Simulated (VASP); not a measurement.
Input of a VASP 6.6.1 run:

The input run.py:

```python
from ase.calculators.vasp import Vasp
from ase.dft.bandgap import bandgap
from ase.io import read

atoms = read('Au.xyz')
calc = Vasp(
    directory='calc',
    xc='pbe',
    pp='PBE',
    setups={'base': 'minimal', 'Au': '_GW'},
    prec='Accurate',
    encut=550,
    ediff=1e-07,
    ismear=0,
    sigma=0.1,
    lreal=False,
    lasph=True,
    nelm=60,
    algo='Normal',
    isif=2,
    lwave=False,
    lcharg=True,
    lelf=True,
    lvhar=True,
    kpts=[11, 11, 6],
    gamma=True,
    nbands=18,
)
atoms.calc = calc

print('energy (eV):', atoms.get_potential_energy())
print('free energy (eV):', atoms.get_potential_energy(force_consistent=True))
print('forces (eV/A):')
print(atoms.get_forces())
print('stress (eV/A^3, Voigt):', atoms.get_stress())
print('Fermi level (eV):', calc.get_fermi_level())
gap, top, bottom = bandgap(calc)
print('band gap (eV):', gap, 'from (spin, k, band)', top, 'to', bottom)
```

Au.xyz

```xyz
2
Lattice="2.9000000000 0.0000000000 0.0000000000 -1.4500000000 2.5114736710 0.0000000000 0.0000000000 0.0000000000 4.8800000000" Properties=species:S:1:pos:R:3 pbc="T T T"
Au     1.4500000001      0.8371578902      1.2200000000
Au    -0.0000000001      1.6743157808      3.6600000000
```

Potentials or basis: VASP PAW PBE potentials, release 64 (Au_GW).

Command:

```sh
$ python run.py
```

(1) What does it give for the band gap on the k mesh?

(2) Predict the pressure.

Answers

(1) none (metal or under the smearing width).

(2) 1.4 GPa.
